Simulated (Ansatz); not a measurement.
Stiffness of NaCl from strained cells

```
CELL_PARAMETERS angstrom
0.00000 2.83175 2.83175
2.83175 0.00000 2.83175
2.83175 2.83175 0.00000
ATOMIC_POSITIONS crystal
Na 0.00000 0.00000 0.00000
Cl 0.50000 0.50000 0.50000
```

Atoms are numbered in the order listed.

The conventional cell has a = 5.663 Å, b = 5.663 Å, c = 5.663 Å, α = 90.00°, β = 90.00°, γ = 90.00°. Na (atom 1) is surrounded by 6 Cl at 2.83 Å. Cl (atom 2) is surrounded by 6 Na at 2.83 Å.

The structure is an experimental refinement, used without relaxation. It was measured hot, at 423 K.

Level of theory: Ansatz 0.2.0, DFT, PBE, all-electron LAPW, scalar-relativistic.

The runs use a Γ-centred 7×7×7 k mesh, Fermi–Dirac smearing of 0.03 eV, basis error target 0.25 meV/atom, no spin polarisation.

The unstrained cell is at 0.43 GPa. Large strains and very small stresses are left out. Each strain is applied once, with fractional coordinates held (clamped ions), and σ below is the change of stress, positive in tension. One finite strain gives stress–strain coefficients at this pressure with an error of the order of the strain times third-order constants, a few per cent for each per cent of strain.

Task: Estimate the stiffness probed by this change, and the stress that it gives: equal xy, yz and zx engineering shear strains of +1.5 %.

Result: σxy = 0.19 GPa and γxy = 2εxy = 0.0150, so C44 (clamped ions) = σxy/γxy = 13 GPa.
